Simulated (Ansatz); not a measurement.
# SnSe: the cost of one run

Computed with Ansatz 0.2.0 (DFT PBEsol, scalar-relativistic, plane waves, PAW, unless a step's input says otherwise).

## (1) The structure to begin with

Symmetry: P4/nmm, No. 129, tetragonal system. Conventional cell: a = 4.285 Å, b = 4.285 Å, c = 10.991 Å, α = 90.00°, β = 90.00°, γ = 90.00°. Around Sn (site symmetry 4mm) lie 5 Se at 2.68 to 3.03 Å. Around Se (site symmetry 4mm) lie 5 Sn at 2.68 to 3.03 Å.

Coordinates:

```cif
data_structure
_symmetry_space_group_name_H-M 'P 1'
_symmetry_Int_Tables_number 1
_cell_length_a 4.2853
_cell_length_b 4.2853
_cell_length_c 10.9907
_cell_angle_alpha 90.000
_cell_angle_beta 90.000
_cell_angle_gamma 90.000
_cell_volume 201.83
loop_
_atom_site_label
_atom_site_type_symbol
_atom_site_fract_x
_atom_site_fract_y
_atom_site_fract_z
_atom_site_occupancy
Sn1 Sn 0.50000 0.00000 0.37223 1
Sn2 Sn 0.00000 0.50000 0.62777 1
Se1 Se 0.50000 0.00000 0.61604 1
Se2 Se 0.00000 0.50000 0.38396 1
```

The structure comes from the Materials Project (structure only).

## (2) A distortion of lower symmetry

What differs from the listed cell: strain xx, yy, zz, yz, xz, xy = -4.5, -4.5, +1.5, +0.0, +0.0, +0.0 %; atoms moved by 0.06 Å root mean square, at most 0.09 Å.

Contents of input.yaml:

```yaml
crystal:
  lattice:
    - [4.0940732564, 0.0, 0.0]
    - [0.0, 4.0940732564, 0.0]
    - [0.0, 0.0, 11.159619068]
  atoms:
    - { symbol: Sn, position: [0.5, 0.0, 0.3640565363] }
    - { symbol: Sn, position: [0.0, 0.5, 0.6299326759] }
    - { symbol: Se, position: [0.5, 0.0, 0.6228972117] }
    - { symbol: Se, position: [0.0, 0.5, 0.3831135762] }
basis:
  ecutwfc: 420
kpoints:
  mp_grid: { grid: [6, 6, 4] }
hamiltonian:
  xc: pbesol
scf:
  occupations: { method: gaussian, width: 0.02 }
output:
  forces: true
  stress: true
  eigenvalues: true
  populations: true
```

Started as:

```console
$ ansatz run input.yaml --threads 1 --pin off --max-ram 1331MiB --backend cpu --events-out ev --progress --plain --runs-dir out
```

Q: Estimate wall time and peak memory on 1 thread of an x86-64 CPU, shared host.

About 36 s, with a peak of 0.47 GiB.
